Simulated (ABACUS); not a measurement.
BN:

```xyz
2
Lattice="0.0000 1.8130 1.8130 1.8130 0.0000 1.8130 1.8130 1.8130 0.0000" Properties=species:S:1:pos:R:3 pbc="T T T"
N     2.7195    2.7195    2.7195
B     0.0000    0.0000    0.0000
```

The cell is a database's computed one.

- Program: ABACUS 3.10.1
- Task: relaxation of cell and atoms
- Functional: LDA
- Potentials or basis: PseudoDojo NC SR 0.4.1 LDA standard
- Cutoff: 1143 eV
- Density cutoff: 4572 eV
- Basis: plane waves
- k mesh: 10 × 10 × 10
- Occupations: fermi-dirac, width 0.05 eV
- Spin: no spin polarisation

At the start: pressure -13.4 GPa; volume 5.96 Å³/atom.

Problem. Where does the relaxation end?

Solution. Over 7 steps the energy falls by 8.9 meV/atom and the volume is 5.74 Å³/atom (-3.6 %); space group F-43m (No. 216, to 0.05 Å).

The path:
| step | energy change (eV) | largest force (eV/Å) | pressure (GPa) | volume (Å³) |
| --- | --- | --- | --- | --- |
| 1 | 0.0000 | 0.0000 | -13.38 | 11.92 |
| 2 | -0.0067 | 0.0000 | -10.73 | 11.83 |
| 3 | -0.0147 | 0.0000 | -5.78 | 11.67 |
| 4 | -0.0177 | 0.0000 | 0.68 | 11.48 |
| 5 | -0.0178 | 0.0000 | 0.65 | 11.48 |
| 6 | -0.0178 | 0.0000 | 0.58 | 11.48 |
| 7 | -0.0178 | 0.0000 | 0.47 | 11.49 |

Final structure:
```
CELL_PARAMETERS angstrom
0.00000 1.79083 1.79083
1.79083 0.00000 1.79083
1.79083 1.79083 0.00000
ATOMIC_POSITIONS crystal
N 0.75000 0.75000 0.75000
B 0.00000 0.00000 0.00000
```
